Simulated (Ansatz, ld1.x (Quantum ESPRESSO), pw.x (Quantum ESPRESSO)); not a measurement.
# Rb (Z = 37) (sc): variants of one TM potential in the solid

```json
{
  "Element": "Rb (Z = 37)",
  "Generator": "ld1.x (Quantum ESPRESSO) 7.5",
  "Type": "norm-conserving Troullier–Martins (Kleinman–Bylander form)",
  "Functional": "PBE",
  "Relativity": "scalar-relativistic",
  "Frozen core": "[Kr]",
  "Valence charge": "1",
  "Reference configuration": "5s1 5p0",
  "Partial waves": "5s (bound): rc 4.10 bohr; 5p (bound, empty): rc 4.00 bohr; 4d channel at 0.15 Ry: rc 3.70 bohr",
  "Local potential": "all-electron potential smoothed inside 2.90 bohr (lloc = -2)",
  "Core correction": "Bessel-smoothed model core inside 3.20 bohr"
}
```

Crystal test: sc Rb in pw.x 7.5, no spin, 8³ k-points, Fermi–Dirac smearing 0.01 Ry, cutoffs set for each file from its atomic test. The reference is all-electron LAPW (Ansatz 0.2.0) with the same functional, mesh and smearing; V0 and B0 come from Birch–Murnaghan fits to the pressures at five volumes. Errors are pseudo minus all-electron; Δ is the rms difference of the E(V) curves that follow from these fits, minima aligned, over ±6 % about the mean V0. Mesh and smearing are coarse, so the numbers serve the comparison and aren't converged zero-temperature values; the lattice is a test structure that the element need not adopt.

All-electron: a0 = 4.633 Å (V0 = 99.45 Å³/atom), B0 = 2.1 GPa.

Base: This is a poor potential for the solid. The logarithmic derivative shows an extra or strongly shifted pseudo pole above the reference energy (s near 0.84 Ry).

```tsv
change	cutoffs (Ry)	pw.x	a0 (Å)	a0 error (%)	B0 error (%)	Δ (meV/atom)	mean pressure error (GPa)
base	50/200	converged	4.602	-0.66	+1.0	0.9	-0.04
wave 5s (bound): rc 4.10 bohr becomes 5s (bound): rc 3.02 bohr	50/200	converged	4.600	-0.71	+1.5	1.0	-0.04
wave 5s (bound): rc 4.10 bohr becomes 5s (bound): rc 3.86 bohr	50/200	converged	4.603	-0.65	+0.8	0.9	-0.04
wave 5s (bound): rc 4.10 bohr becomes 5s (bound): rc 4.60 bohr	50/200	converged	4.601	-0.70	+1.8	0.9	-0.04
wave 5s (bound): rc 4.10 bohr becomes 5s (bound): rc 5.38 bohr	50/200	converged	4.603	-0.65	+2.8	0.9	-0.04
wave 5s (bound): rc 4.10 bohr becomes 5s (bound): rc 6.02 bohr	50/200	converged	4.607	-0.55	+2.4	0.8	-0.03
```
